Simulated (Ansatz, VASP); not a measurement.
## Two plane-wave programs on H6C2O

```
C O H
1.0
     7.29363    0.00000    0.00000
     0.00000    7.29363    0.00000
     0.00000    0.00000    7.29363
C O H
8 4 24
Direct
  0.91746 0.13409 0.28619
  0.71493 0.17493 0.31544
  0.75503 0.70245 0.61278
  0.70089 0.79548 0.79095
  0.21522 0.46453 0.66800
  0.15436 0.28533 0.75282
  0.40889 0.58408 0.18067
  0.26227 0.71554 0.11334
  0.67556 0.16212 0.50786
  0.86545 0.84452 0.89248
  0.26910 0.14060 0.68105
  0.08824 0.62752 0.12283
  0.54371 0.17638 0.52742
  0.68287 0.31358 0.26336
  0.62948 0.07616 0.23761
  0.95496 0.15165 0.14051
  0.00296 0.22997 0.36443
  0.95243 0.99335 0.32846
  0.83260 0.94179 0.97746
  0.62176 0.92152 0.76262
  0.61618 0.70219 0.87553
  0.63156 0.67563 0.53100
  0.84571 0.79227 0.53219
  0.82386 0.57029 0.63709
  0.21190 0.02533 0.71450
  0.16693 0.29264 0.90371
  0.00906 0.25765 0.71879
  0.13993 0.57907 0.73011
  0.36300 0.48592 0.69163
  0.18875 0.46619 0.51947
  0.00338 0.69507 0.04288
  0.26368 0.84151 0.19828
  0.29279 0.75787 0.97099
  0.54359 0.65106 0.18513
  0.37646 0.53616 0.31955
  0.41778 0.46340 0.09086
```

Alike in both runs: functional PBE; dispersion D3(BJ); k mesh 1 × 1 × 1; occupations fermi-dirac, width 0.05 eV; no spin polarisation.

Ansatz relaxed the structure, and its values are those at the end. VASP's run is a single point on that final structure, the one shown.

|  | VASP | Ansatz |
| --- | --- | --- |
| version | VASP 6.6.1 | Ansatz 0.2.0 |
| potentials or method | VASP PAW PBE potentials, release 64 (C, O, H) | scalar-relativistic, plane waves, PAW |
| plane-wave cutoff (eV) | 520 | 420 |
| valence electrons in the cell | 80 | 80 |

```csv
,VASP,Ansatz,Ansatz less VASP
rms of the force components (eV/Å),0.056,0.054,-0.0018
dispersion energy (meV/atom),-36.1,-36.1,-0.01
```
